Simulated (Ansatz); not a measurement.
Fluorite SrF2

Calculation: PBE0 in Ansatz (PAW).

Run with plane-wave cutoff 460 eV, 8×8×8 k mesh, Fermi–Dirac smearing 0.01 eV, scalar-relativistic PAW data made under PBE.

Cell (relaxed at this level):

```yaml
crystal:
  lattice:
    - [0.00000, 2.90362, 2.90362]
    - [2.90362, 0.00000, 2.90362]
    - [2.90362, 2.90362, 0.00000]
  atoms:
    - { symbol: Sr, position: [0.00000, 0.00000, 0.00000] }
    - { symbol: F, position: [0.25000, 0.25000, 0.25000] }
    - { symbol: F, position: [0.75000, 0.75000, 0.75000] }
```

```json
{
 "bulk_modulus": "70.0 GPa",
 "band_gap": "9.74 eV (on the SCF k mesh)",
 "smallest_direct_gap_on_the_k_points_sampled": "9.84 eV",
 "pressure derivative B′ of the bulk modulus": "4.6"
}
```

Measured, for comparison: band gap 11.1 eV (temperature not stated, not corrected to a static lattice; as tabulated in Aguado et al. (1999), arXiv:cond-mat/9901145); bulk modulus 69 GPa (temperature not stated, not corrected to a static lattice; as tabulated in On the Morphology of Group II Metal Fluoride Nanocrystals at Finite Temperature …). Computed (rounded) less measured: bulk modulus +1 %. A static lattice is as a rule a little smaller and stiffer than an uncorrected measurement, which can account for part of this.

Spin–orbit coupling is not included.

Computed values are for the static lattice.

Ansatz is a quantum-chemistry and plane-wave program.
